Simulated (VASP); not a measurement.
# Pb (Pm-3m) in VASP: further runs, part 2 of 3

VASP 6.6.1. The steps go on from the part before.

## 3. Single point, BLYP

This run uses another cell than the first one, of 41.91 Å³/atom, 1.120 times its volume.

The input, INCAR:

```
SYSTEM = Pb
PREC = Accurate
ENCUT = 520
EDIFF = 1E-6
ISMEAR = -1
SIGMA = 0.1
LREAL = .False.
LASPH = .True.
NELM = 100
ALGO = Fast
ISIF = 2
LWAVE = .False.
LCHARG = .False.
GGA = B5
ALDAX = 1.0
AGGAX = 1.0
AGGAC = 1.0
ALDAC = 0.0
NBANDS = 13
```

The input, KPOINTS:

```
regular mesh
0
Gamma
  15 15 15
  0 0 0
```

The input, POSCAR:

```
Pb
1.0
    3.4735239256      0.0000000000      0.0000000000
    0.0000000000      3.4735239256      0.0000000000
    0.0000000000      0.0000000000      3.4735239256
Pb
1
Direct
    0.0000000000      0.0000000000      0.0000000000
```

Potentials or basis: VASP PAW PBE potentials, release 64 (Pb_d).

The run is started by

```sh
$ cat potpaw_PBE.64/Pb_d/POTCAR > POTCAR
$ mpirun -np 1 vasp_std > vasp.out
```

OUTCAR:

```text
SYSTEM = Pb
   PREC = Accurate
   ENCUT = 520
   EDIFF = 1E-6
   ISMEAR = -1
   LREAL = .False.
   LASPH = .True.
   NELM = 100
   ISIF = 2
   GGA = B5

 ion  position               nearest neighbor table
   1  0.000  0.000  0.000-

  LATTYP: Found a simple cubic cell.
 ALAT       =     3.4735239256

  Lattice vectors:

 A1 = (   3.4735239256,   0.0000000000,   0.0000000000)
 A2 = (   0.0000000000,   3.4735239256,   0.0000000000)
 A3 = (   0.0000000000,   0.0000000000,   3.4735239256)

Analysis of symmetry for initial positions (statically):
=====================================================================
 Subroutine PRICEL returns:
 Original cell was already a primitive cell.

 Routine SETGRP: Setting up the symmetry group for a
 simple cubic supercell.

 Subroutine GETGRP returns: Found 48 space group operations
 (whereof 48 operations were pure point group operations)
 out of a pool of 48 trial point group operations.

The static configuration has the point symmetry O_h .

Analysis of symmetry for dynamics (positions and initial velocities):
=====================================================================
 Subroutine PRICEL returns:
 Original cell was already a primitive cell.

 Routine SETGRP: Setting up the symmetry group for a
 simple cubic supercell.

 Subroutine GETGRP returns: Found 48 space group operations
 (whereof 48 operations were pure point group operations)
 out of a pool of 48 trial point group operations.

The dynamic configuration has the point symmetry O_h .

 Subroutine INISYM returns: Found 48 space group operations
 (whereof 48 operations are pure point group operations),
 and found     1 'primitive' translations

----------------------------------------------------------------------------------------

                                     Primitive cell

  volume of cell :      41.9093

  direct lattice vectors                    reciprocal lattice vectors
     3.473523926  0.000000000  0.000000000     0.287892072  0.000000000  0.000000000
     0.000000000  3.473523926  0.000000000     0.000000000  0.287892072  0.000000000
     0.000000000  0.000000000  3.473523926     0.000000000  0.000000000  0.287892072

  length of vectors
     3.473523926  3.473523926  3.473523926     0.287892072  0.287892072  0.287892072

  position of ions in fractional coordinates (direct lattice)
     0.000000000  0.000000000  0.000000000

  ion indices of the primitive-cell ions
   primitive index   ion index
                 1           1

----------------------------------------------------------------------------------------

 KPOINTS: regular mesh

Automatic generation of k-mesh.
 Grid dimensions read from file:
 generate k-points for:   15   15   15

 Generating k-lattice:

  Cartesian coordinates                     Fractional coordinates (reciprocal lattice)
     0.019192805  0.000000000  0.000000000     0.066666667  0.000000000  0.000000000
     0.000000000  0.019192805  0.000000000     0.000000000  0.066666667  0.000000000
     0.000000000  0.000000000  0.019192805     0.000000000  0.000000000  0.066666667

  Length of vectors
     0.019192805  0.019192805  0.019192805

  Shift w.r.t. Gamma in fractional coordinates (k-lattice)
     0.000000000  0.000000000  0.000000000

 Subroutine IBZKPT returns following result:
 ===========================================

 Found    120 irreducible k-points:

 Following reciprocal coordinates:
            Coordinates               Weight
  0.000000  0.000000  0.000000      1.000000
  0.066667  0.000000  0.000000      6.000000
  0.133333  0.000000  0.000000      6.000000
  0.200000  0.000000  0.000000      6.000000
  0.266667  0.000000  0.000000      6.000000
  0.333333  0.000000  0.000000      6.000000
[... 16 lines left out ...]
  0.266667  0.200000  0.000000     24.000000
  0.333333  0.200000  0.000000     24.000000
 [... further k-points ...]
   k-points           NKPTS =    120   k-points in BZ     NKDIM =    120   number of bands    NBANDS=     13
   number of dos      NEDOS =    301   number of ions     NIONS =      1
   total plane-waves  NPLWV =  21952
   dimension x,y,z NGX =    28 NGY =   28 NGZ =   28
   dimension x,y,z NGXF=    56 NGYF=   56 NGZF=   56
   ions per type =               1
   NGX,Y,Z   is equivalent  to a cutoff of  13.40, 13.40, 13.40 a.u.
   NGXF,Y,Z  is equivalent  to a cutoff of  26.80, 26.80, 26.80 a.u.
 SYSTEM =  Pb
   PREC   = accura    normal or accurate (medium, high low for compatibility)
   ISTART =      0    job   : 0-new  1-cont  2-samecut
   ICHARG =      2    charge: 1-file 2-atom 10-const
   ISPIN  =      1    spin polarized calculation?
   LNONCOLLINEAR =      F non collinear calculations
   LSORBIT =      F    spin-orbit coupling
   LASPH  =      T    aspherical Exc in radial PAW
   ENCUT  =  520.0 eV  38.22 Ry    6.18 a.u.   6.46  6.46  6.46*2*pi/ulx,y,z
   NELM   =    100;   NELMIN=  2; NELMDL= -5     # of ELM steps
   EDIFF  = 0.1E-05   stopping-criterion for ELM
   LREAL  =      F    real-space projection
   EDIFFG = 0.1E-04   stopping-criterion for IOM
   NSW    =      0    number of steps for IOM
   IBRION =     -1    ionic relax: 0-MD 1-quasi-New 2-CG
   NFREE  =      0    steps in history (QN), initial steepest desc. (CG)
   ISIF   =      2    stress and relaxation
   ISYM   =      2    0-nonsym 1-usesym 2-fastsym
   POTIM  = 0.5000    time-step for ionic-motion
   TEBEG  =    0.0;   TEEND  =   0.0 temperature during run
   PSTRESS=    0.0 pullay stress
   NELECT =      14.0000    total number of electrons
   NUPDOWN=      -1.0000    fix difference up-down
   EMIN   =  10.00;   EMAX   =-10.00  energy-range for DOS
   EFERMI =   0.00;   METHOD = LEGACY
   ISMEAR =    -1;   SIGMA  =   0.10  broadening in eV -4-tet -1-fermi 0-gaus
   EFERMI_NEDOS =   21; number of points for ismear=-14 and -15
   IALGO  =     68    algorithm
   IMIX   =      4    mixing-type and parameters
     AMIX     =   0.40;   BMIX     =  1.00
     AMIX_MAG =   1.60;   BMIX_MAG =  1.00
  volume/ion in A,a.u.               =      41.91       282.82
  Fermi-wavevector in a.u.,A,eV,Ry     =   1.135919  2.146575 17.555748  1.290311
  Thomas-Fermi vector in A             =   2.272624
   LORBIT       =      0    0 simple, 1 ext, 2 COOP (PROOUT), +10 PAW based schemes
   GGA     = B5    functional components
   LHFCALC =     F    Hartree Fock is set to
   AEXX    =    0.0000 exact exchange contribution
   IVDW    =     0    specifies the selected vdW correction
   LEPSILON=     F    determine dielectric tensor
   LRPA    =     F    only Hartree local field effects (RPA)
 non-spin polarized calculation
 RMM-DIIS sequential band-by-band and
  energy-cutoff  :      520.00
  volume of cell :       41.91
 maximum number of plane-waves:      1149
 NGX is ok and might be reduce to    28
   NGX = 13   NGY = 13   NGZ = 13

 number of electron      13.9999999 magnetization

 Free energy of the ion-electron system (eV)
  ---------------------------------------------------
  ext. energy  EPLUGINS =         0.00000000
  ---------------------------------------------------
  free energy    TOTEN  =        -2.74687171 eV

  energy without entropy =       -2.71520307  energy(sigma->0) =       -2.73103739

 E-fermi :   4.3799     XC(G=0):  -8.0384

 val. band max:        4.3585573900   @ k =   0.3333   0.3333   0.2000
 cond. band min:       4.3807643926   @ k =   0.2667   0.2000   0.0667
 fundamental gap:      0.0222070026
 Fermi energy:         4.3798583749

 k-point     1 :       0.0000    0.0000    0.0000
  band No.  band energies     occupation
      1     -12.5598      2.00000
      2     -12.5598      2.00000
      3     -12.2481      2.00000
      4     -12.2481      2.00000
      5     -12.2481      2.00000
      6      -5.7458      2.00000
      7       8.4271      0.00000
      8       8.4271      0.00000
      9       8.4271      0.00000
     10      11.2660      0.00000
     11      12.8485      0.00000
     12      12.8485      0.00000
     13      21.1495      0.00000
[... 353 lines left out ...]
 k-point    24 :       0.3333    0.2000    0.0000
  band No.  band energies     occupation
      1     -12.4950      2.00000
      2     -12.3438      2.00000
      3     -12.3317      2.00000
      4     -12.3058      2.00000
      5     -12.2705      2.00000
      6      -4.2912      2.00000
      7       3.2494      1.99998
      8       6.2578      0.00000
      9       9.9825      0.00000
     10      12.6584      0.00000
     11      13.8233      0.00000
     12      17.2013      0.00000
     13      17.8675      0.00000

 [... further k-points ...]

------------------------ aborting loop because EDIFF is reached ----------------------------------------

  FORCE on cell =-STRESS in cart. coord.  units (eV):
  Direction    XX          YY          ZZ          XY          YZ          ZX
  --------------------------------------------------------------------------------------
  -------------------------------------------------------------------------------------
  Total       -0.6088196     -0.6088196     -0.6088196      0.0000000     -0.0000000      0.0000000
  in kB      -23.2749262    -23.2749262    -23.2749262      0.0000000     -0.0000000      0.0000000
  external PRESSURE =     -23.2749262 kB  Pullay stress =       0.0000000 kB

 VOLUME and BASIS-vectors are now :
 -----------------------------------------------------------------------------
  energy-cutoff  :      520.00
  volume of cell :       41.91
      direct lattice vectors                 reciprocal lattice vectors
     3.473523926  0.000000000  0.000000000     0.287892072  0.000000000  0.000000000
     0.000000000  3.473523926  0.000000000     0.000000000  0.287892072  0.000000000
     0.000000000  0.000000000  3.473523926     0.000000000  0.000000000  0.287892072

 POSITION                                       TOTAL-FORCE (eV/Angst)
 -----------------------------------------------------------------------------------
      0.00000      0.00000      0.00000         0.000000      0.000000      0.000000
 -----------------------------------------------------------------------------------
    total drift:                               -0.000000     -0.000000     -0.000000

  FREE ENERGIE OF THE ION-ELECTRON SYSTEM (eV)
  ---------------------------------------------------
  free  energy   TOTEN  =        -2.7468717075 eV

  energy  without entropy=       -2.7152030669  energy(sigma->0) =       -2.73103739
```

OSZICAR:

```text
N       E                     dE             d eps       ncg     rms          rms(c)
DAV:   1     0.110442085040E+03    0.11044E+03   -0.69571E+03  3130   0.113E+03
DAV:   2     0.308810188209E+01   -0.10735E+03   -0.10438E+03  3275   0.294E+02
DAV:   3    -0.260594516494E+01   -0.56940E+01   -0.56761E+01  3820   0.756E+01
DAV:   4    -0.275946034499E+01   -0.15352E+00   -0.15347E+00  3882   0.143E+01
DAV:   5    -0.276606095733E+01   -0.66006E-02   -0.66004E-02  4190   0.262E+00    0.770E-01
RMM:   6    -0.274737952487E+01    0.18681E-01   -0.32617E-02  3613   0.275E+00    0.329E-01
RMM:   7    -0.274609239050E+01    0.12871E-02   -0.16008E-02  3564   0.161E+00    0.104E-01
RMM:   8    -0.274676722083E+01   -0.67483E-03   -0.28471E-03  4124   0.711E-01    0.220E-02
RMM:   9    -0.274686064497E+01   -0.93424E-04   -0.98787E-04  4818   0.327E-01    0.233E-02
RMM:  10    -0.274686564823E+01   -0.50033E-05   -0.25655E-04  4168   0.238E-01    0.652E-03
RMM:  11    -0.274687088468E+01   -0.52365E-05   -0.73846E-05  4751   0.859E-02    0.392E-03
RMM:  12    -0.274687170749E+01   -0.82281E-06   -0.97849E-06  3934   0.447E-02
   1 F= -.27468717E+01 E0= -.27310374E+01  d E =-.316686E-01
```

stdout:

```text
POSCAR found type information on POSCAR Pb
 POSCAR found :  1 types and       1 ions
 scaLAPACK will be used
 -----------------------------------------------------------------------------
|                                                                             |
|                                                                             |
|     You enforced a specific xc type in the INCAR file but a different       |
|     I HOPE YOU KNOW WHAT YOU ARE DOING!                                     |
|                                                                             |
 -----------------------------------------------------------------------------

 LDA part: xc-table for (Slater(with rela. corr.)+VWN5), standard interpolation
 POSCAR, INCAR and KPOINTS ok, starting setup
 FFT: planning ... GRIDC
 FFT: planning ... GRID_SOFT
 FFT: planning ... GRID
 WAVECAR not read
 entering main loop
```

Run time: 29 s. Hardware: 1 thread of Intel Xeon Platinum 8559C (Emerald Rapids), shared host; peak memory 0.19 GiB.

What came out:

| Quantity | Value |
| --- | --- |
| Free energy | -2.7469 eV |
| Pressure | -2.3 GPa |
| Band gap on the k mesh | none (metal or under the smearing width) |

Levels at points of the mesh, in eV from the Fermi level:
```tsv
k point	band 4	band 5	band 6	band 7	band 8	band 9	band 10	band 11
(0.00, 0.00, 0.00)	-16.63	-16.63	-10.13	4.05	4.05	4.05	6.89	8.47
```

Caveat: the PAW data sets were made with another functional, which shifts forces and pressure a little.

(Continued in part 3 of 3.)
